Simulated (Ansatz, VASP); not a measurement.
# One calculation of Si, two programs

```
Si
1.0
     2.58177    0.00000    0.00000
     0.00000    2.58177    0.00000
     0.00000    0.00000    2.58177
Si
1
Cartesian
  1.2909 1.2909 1.2909
```

The cell was built by a generator and needn't be a form met in nature.

Alike in both runs: task single point; functional PBE; k mesh 10 × 10 × 10; occupations fermi-dirac, width 0.05 eV; no spin polarisation.

```csv
,VASP,Ansatz
version,VASP 6.6.1,Ansatz 0.2.0
potentials or method,"VASP PAW PBE potentials, release 64 (Si)",Ansatz PAW
plane-wave cutoff (eV),520,420
valence electrons in the cell,4,4
```

```tsv
	VASP	Ansatz	Ansatz less VASP
gap on the k mesh at the Fermi level (eV)	none	none	-
pressure (GPa)	-5.1	-5.1	+0.03
```

A gap of «none» marks a metal or a gap that the smearing closes.
